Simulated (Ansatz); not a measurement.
Crystal: Sb.

```
Sb
1.0
     2.15420    1.24373    3.75800
    -2.15420    1.24373    3.75800
     0.00000   -2.48746    3.75800
Sb
2
Direct
  0.76651 0.76651 0.76651
  0.23349 0.23349 0.23349
```

- Program: Ansatz 0.2.0
- Task: relaxation of cell and atoms
- Functional: PBE
- Potentials or basis: all-electron LAPW, relativistic spinors
- Basis error allowed: 0.001 eV/atom
- k mesh: 6 × 6 × 6
- Occupations: fermi-dirac, width 0.05 eV
- Spin: spin-orbit coupling, no magnetisation

At the start: volume 30.21 Å³/atom.

Problem. Where does the relaxation end?

Solution. Over 6 steps the energy falls by 15.7 meV/atom and the volume is 32.23 Å³/atom (+6.7 %); space group R-3m (No. 166, to 0.05 Å).

Step by step:
```csv
step,energy change (eV),largest force (eV/Å),volume (Å³)
1,0.0000,0.0723,60.41
2,-0.0188,0.2147,65.79
3,-0.0301,0.0480,64.24
4,-0.0310,0.0200,64.16
5,-0.0314,0.0002,64.47
6,-0.0314,0.0002,64.47
```

Final structure:
```xyz
2
Lattice="2.1899 1.2643 3.8806 -2.1899 1.2643 3.8806 0.0000 -2.5287 3.8806" Properties=species:S:1:pos:R:3 pbc="T T T"
Sb    0.0000    0.0000    8.9500
Sb    0.0000    0.0000    2.6917
```

Caveat: the k mesh is thin for a metal, which can move the energy by tens of meV per atom.
